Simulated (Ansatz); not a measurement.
# HfO2: the cost of one run

Computed with Ansatz 0.2.0 (DFT PBE, scalar-relativistic, plane waves, PAW, unless a step's input says otherwise).

5 further runs of the same task are left out: 1 that didn't finish, 4 set aside as unsound or not needed. Runs told in other sessions of the task aren't counted.

**1. Starting point**

It takes space group P4_2/nmc (No. 137, tetragonal). The conventional cell has a = 3.604 Å, b = 3.604 Å, c = 5.264 Å, α = 90.00°, β = 90.00°, γ = 90.00°. Hf (site symmetry -4m2) has 4 O at 2.07 Å in its first shell of neighbours. O (site symmetry 2mm) has 2 Hf at 2.07 Å in its first shell of neighbours.

Structure file:

```xyz
6
Lattice="3.6043 0.0000 0.0000 0.0000 3.6043 0.0000 0.0000 0.0000 5.2640" Properties=species:S:1:pos:R:3 pbc="T T T"
Hf    1.8022    1.8022    2.6320
Hf    0.0000    0.0000    0.0000
O     0.0000    1.8022    3.6493
O     1.8022    0.0000    4.2467
O     1.8022    0.0000    1.6147
O     0.0000    1.8022    1.0173
```

It goes back to an entry of the Materials Project, which need not be the stable form.

It is the result of an earlier relaxation at this level (volume 11.40 Å³/atom; gap on the mesh: 4.67 eV).

**2. The reference cell**

The reference gives a free energy of -33723.0398 eV, pressure 0.02 GPa, largest force 0.000 eV/Å and gap on the mesh 4.67 eV. It was computed beforehand with the settings of the runs below.

**3. Harmonic modes of this cell**

The input, input.yaml:

```yaml
crystal:
  lattice:
    - [3.6043047991, 0.0, 0.0]
    - [0.0, 3.6043047991, 0.0]
    - [0.0, 0.0, 5.2639673039]
  atoms:
    - { symbol: Hf, position: [0.5, 0.5, 0.5] }
    - { symbol: Hf, position: [0.0, 0.0, 0.0] }
    - { symbol: O, position: [0.0, 0.5, 0.6932520932] }
    - { symbol: O, position: [0.5, 0.0, 0.8067479068] }
    - { symbol: O, position: [0.5, 0.0, 0.3067479068] }
    - { symbol: O, position: [0.0, 0.5, 0.1932520932] }
basis:
  ecutwfc: 420
kpoints:
  mp_grid: { grid: [6, 6, 4] }
hamiltonian:
  xc: pbe
scf:
  occupations: { method: gaussian, width: 0.05 }
output:
  eigenvalues: true
phonons:
  method: fd
  supercell: [1, 1, 1]
  amplitude: 0.02
  eigenvectors: true
  dielectric: false
```

Command:

```sh
> ansatz run input.yaml --threads 2 --pin off --max-ram 5120MiB --backend cpu --events-out ev --progress --plain --runs-dir out
```

What time and memory should one allow on 2 threads of Arm Neoverse V2, shared host?

About 37 s, with a peak of 0.47 GiB.
